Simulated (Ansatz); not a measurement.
# Al (fcc type): the cost of one run

Program: Ansatz 0.2.0. Level of theory: DFT, PBE, PAW with Ansatz's default frozen-core files, scalar-relativistic. These are calculated values, not measurements.

## Step 1: The structure to begin with

Symmetry: Fm-3m, No. 225, cubic system. Conventional cell: a = 4.040 Å, b = 4.040 Å, c = 4.040 Å, α = 90.00°, β = 90.00°, γ = 90.00°. Al (site symmetry m-3m) has 12 Al at 2.86 Å as nearest neighbours.

Coordinates:

```xyz
1
Lattice="0.0000 2.0200 2.0200 2.0200 0.0000 2.0200 2.0200 2.0200 0.0000" Properties=species:S:1:pos:R:3 pbc="T T T"
Al    0.0000    0.0000    0.0000
```

## Step 2: Cell relaxed at zero pressure, PAW

input.yaml reads:

```yaml
crystal:
  lattice:
    - [0.0, 2.0199666694, 2.0199666694]
    - [2.0199666694, 0.0, 2.0199666694]
    - [2.0199666694, 2.0199666694, 0.0]
  atoms:
    - { symbol: Al, position: [0.0, 0.0, 0.0] }
kpoints:
  mp_grid: { grid: [17, 17, 17] }
scf:
  occupations: { method: fermi_dirac, width: 0.1 }
hamiltonian:
  xc: pbe
  pseudopotentials: { kind: paw }
output:
  forces: true
  stress: true
relax:
  f_tol: 0.005
  max_steps: 40
  cell: {}
```

On the command line:

```
$ ansatz run input.yaml --threads 2 --pin off --max-ram 5120MiB --backend cpu --events-out ev --progress --plain --runs-dir out
```

**Question.** How long does this run take on 2 threads of Arm Neoverse V1, shared host, and how much memory does it need?

About 1.6 s, with a peak of 0.27 GiB.
